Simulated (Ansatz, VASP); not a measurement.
**Gd in VASP and in Ansatz**

```
Gd
1.0
     0.00000    2.58483    2.58483
     2.58483    0.00000    2.58483
     2.58483    2.58483    0.00000
Gd
1
Direct
  0.00000 0.00000 0.00000
```

Alike in both runs: task single point; functional r2SCAN; k mesh 14 × 14 × 14; occupations gaussian, width 0.05 eV; collinear spin.

|  | VASP | Ansatz |
| --- | --- | --- |
| version | VASP 6.6.1 | Ansatz 0.2.0 |
| potentials or method | VASP PAW PBE potentials, release 64 (Gd) | scalar-relativistic, plane waves, PAW |
| plane-wave cutoff (eV) | 520 | 500 |
| valence electrons in the cell | 18 | 18 |

```tsv
	VASP	Ansatz	Ansatz less VASP
gap on the k mesh at the Fermi level (eV)	none	none	-
pressure (GPa)	-0.1	0.0	+0.06
net moment per atom (μB)	8.06	8.09	+0.033
size of the moment on the site where the two differ most (μB)	7.12	7.68	+0.566
```

Site moments also hang on the region over which each program counts them. A gap of «none» marks a metal or a gap that the smearing closes. Ansatz warned: «given_moment_on_shells».

Caveats: the PAW data sets were made with another functional, which shifts forces and pressure a little (VASP); spin-orbit coupling is left out, which moves the levels of the heavy elements. The state reached can hang on the start; a lower one may exist.
